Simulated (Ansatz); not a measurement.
# CdS: the cost of one run

Program: Ansatz 0.2.0. Level of theory: DFT PBE, scalar-relativistic, plane waves, PAW. These are calculated values, not measurements.

2 further runs of the same task are left out: 2 that didn't finish.

### 1 Starting point

Symmetry: Fdd2, No. 43, orthorhombic system. Conventional cell: a = 3.879 Å, b = 7.560 Å, c = 12.819 Å, α = 90.00°, β = 90.00°, γ = 90.00°. Around Cd (site symmetry 2) lie 4 S at 2.58 to 2.60 Å. S (site symmetry 2) has 4 Cd at 2.58 to 2.60 Å as nearest neighbours.

As a file:

```cif
data_structure
_symmetry_space_group_name_H-M 'P 1'
_symmetry_Int_Tables_number 1
_cell_length_a 7.4413
_cell_length_b 6.6967
_cell_length_c 4.2486
_cell_angle_alpha 82.402
_cell_angle_beta 63.131
_cell_angle_gamma 34.468
_cell_volume 93.99
loop_
_atom_site_label
_atom_site_type_symbol
_atom_site_fract_x
_atom_site_fract_y
_atom_site_fract_z
_atom_site_occupancy
Cd1 Cd 0.56760 0.56760 0.93240 1
Cd2 Cd 0.31760 0.31760 0.68240 1
S1 S 0.68240 0.68240 0.31760 1
S2 S 0.93240 0.93240 0.56760 1
```

It is the end of an earlier relaxation with the same method, from a generated guess; it is a trial structure. At a tolerance of 0.02 Å it has space group Fdd2 (No. 43); it has 23.50 Å³/atom, an uncorrected energy of -0.54 eV/atom over the elements and, on its mesh, gap 0.75 eV.

### 2 The cell scaled to 0.97 of its volume

File input.yaml:

```yaml
crystal:
  lattice:
    - [0.0, 3.7418564995, 6.3449408267]
    - [1.9200254164, 0.0, 6.3449408267]
    - [1.9200254164, 3.7418564995, 0.0]
  atoms:
    - { symbol: Cd, position: [0.5676016634, 0.5676016634, 0.9323983366] }
    - { symbol: Cd, position: [0.3176016634, 0.3176016634, 0.6823983366] }
    - { symbol: S, position: [0.6823983366, 0.6823983366, 0.3176016634] }
    - { symbol: S, position: [0.9323983366, 0.9323983366, 0.5676016634] }
basis:
  ecutwfc: 420
kpoints:
  mp_grid: { grid: [8, 8, 8] }
hamiltonian:
  xc: pbe
scf:
  occupations: { method: gaussian, width: 0.02 }
output:
  forces: true
  stress: true
  eigenvalues: true
relax:
  adjacent_minimum: "off"
  f_tol: 0.01
  max_steps: 30
  cell: { stress_tol: 0.1, fix: [volume] }
```

Started as:

```
$ ansatz run input.yaml --threads 1 --pin off --max-ram 2560MiB --backend cpu --events-out ev --progress --plain --runs-dir out
```

**Question.** How long does this run take on 1 thread of Arm Neoverse V1, shared host, and how much memory does it need?

About 1.8 min, with a peak of 0.49 GiB.
